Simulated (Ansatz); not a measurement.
## FeCo: computed properties

All numbers below come from Ansatz 0.2.0, DFT r2SCAN, scalar-relativistic, plane waves, PAW.

Plane waves to 500 eV, a k mesh through Γ of 14×14×14 on the computed 2-atom cell and Gaussian smearing (0.10 eV); collinear spin from starting moments 3.41 2.16 μB.

The structure is relaxed at this level of theory with its symmetry kept. Whether it is the stable form of this composition wasn't checked.

```
Fe Co
1.0
     2.83828    0.00000    0.00000
     0.00000    2.83828    0.00000
     0.00000    0.00000    2.83828
Fe Co
1 1
Cartesian
  1.4191 1.4191 1.4191
  0.0000 0.0000 0.0000
```

| Quantity | Value |
| --- | --- |
| Space group | Pm-3m (No. 221) |
| Volume per atom | 11.43 Å³ |
| Formation energy from the elements' standard states (uncorrected) | -0.234 eV/atom |
| Generalised Kohn–Sham band gap | none (metal) |
| Density of states at the Fermi level | 0.60 states/eV per cell |
| Löwdin character within 0.5 eV of the Fermi level | Fe 3d 57 %, Co 3d 22 %, unprojected 8 % |
| Bulk modulus | 199 GPa |
| Its pressure derivative | 4.8 |
| Bader charges (e) | Fe (1 in the cell) 0.27, Co (1 in the cell) -0.27 |
| Total moment | 4.82 μB per cell |
| Site moments (μB; atoms counted from 1 over the whole cell) | Fe (atom 1) 3.10, Co (atom 2) 1.96 |

The state reached may not be the lowest one.

Only this magnetic start was tried.

Cost: 6 runs of about 6.7 core-minutes in all, on Intel Xeon Platinum 8259CL (Skylake/Cascade Lake) (shared hosts).